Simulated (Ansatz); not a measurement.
# AlN: a single-point run

Aim: a sound single-point run of AlN. The structure is shown as the input types it. The cell is built on a prototype (CsCl type) and needn't be the phase found in nature.

Program: Ansatz 0.2.0. Level of theory: density functional or hybrid calculation with the settings of its input, plane waves (as first typed). These are calculated values, not measurements.

**1. Starting point**

The structure is cubic, space group Pm-3m (No. 221). The conventional cell has a = 2.585 Å, b = 2.585 Å, c = 2.585 Å, α = 90.00°, β = 90.00°, γ = 90.00°. Al (site symmetry m-3m) has 8 N at 2.24 Å as nearest neighbours. N (site symmetry m-3m) has 8 Al at 2.24 Å as nearest neighbours.

Coordinates:

```
CELL_PARAMETERS angstrom
2.58546 0.00000 0.00000
0.00000 2.58546 0.00000
0.00000 0.00000 2.58546
ATOMIC_POSITIONS crystal
Al 0.00000 0.00000 0.00000
N 0.50000 0.50000 0.50000
```

**2. The run**

File input.yaml:

```yaml
crystal:
  lattice:
    - [2.5854596279, 0.0, 0.0]
    - [0.0, 2.5854596279, 0.0]
    - [0.0, 0.0, 2.5854596279]
  atoms:
    - { symbol: Al, position: [0.0, 0.0, 0.0] }
    - { symbol: "N", position: [0.5, 0.5, 0.5] }
kpoints:
  mp_grid: { grid: [6, 6, 6] }
hamiltonian:
  xc: pbesol
scf:
  occupations: { method: fermi_dirac, width: 0.02 }
  n_extra_bands: 4
  max_iter: 62
output:
  forces: true
  stress: true
  eigenvalues: true
basis:
  ecutwfc: -100
```

Run with:

```bash
$ ansatz run input.yaml --threads 4 --pin off --max-ram 3686MiB --backend cpu --events-out ev --progress --plain --runs-dir out
```

Q: Will this input give a usable result? If not, why, and what should change?

The run ended at the input check. The line that matters: «invalid value for `basis.ecutwfc`: must be finite and > 0; got -100 eV»

Look at the input: basis.ecutwfc is -100. A value lies outside the range that the key allows.

The cure: delete basis.ecutwfc (the default then holds).
